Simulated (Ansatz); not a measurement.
**TiTe (P6_3/mmc)**

Level of theory: Ansatz 0.2.0, DFT PBEsol, scalar-relativistic, plane waves, PAW.

Cutoff 420 eV; k points 12×12×8 on the computed 4-atom cell (Γ-centred); Gaussian smearing, width 0.10 eV; no spin polarisation.

The structure is relaxed at this level of theory with its symmetry kept. Whether it is the stable form of this composition wasn't checked.

The structure is hexagonal, space group P6_3/mmc (No. 194). Conventional cell: a = 3.610 Å, b = 3.610 Å, c = 7.224 Å, α = 90.00°, β = 90.00°, γ = 120.00°. Ti (site symmetry -3m) has 6 Te at 2.76 Å as nearest neighbours. Te (site symmetry -6m2) has 6 Ti at 2.76 Å as nearest neighbours.

```
Volume per atom                                                   : 137.5 bohr³
Formation energy from the elements' standard states (uncorrected) : -0.692 eV/atom
Kohn–Sham band gap                                                : none (metal)
Density of states at the Fermi level                              : 2.55 states/eV per cell
Löwdin character within 0.5 eV of the Fermi level                 : Ti 3d 91 %, unprojected 4 %
Bulk modulus                                                      : 95 GPa
Its pressure derivative                                           : 4.6
Bader charges (e)                                                 : Ti (2 in the cell) 1.13, Te (2 in the cell) -1.13
```

Spin-orbit coupling is left out, which matters for the bands of heavy elements.

Cost: 6 runs of about 7.3 core-minutes in all, on Arm Neoverse V2 (shared hosts).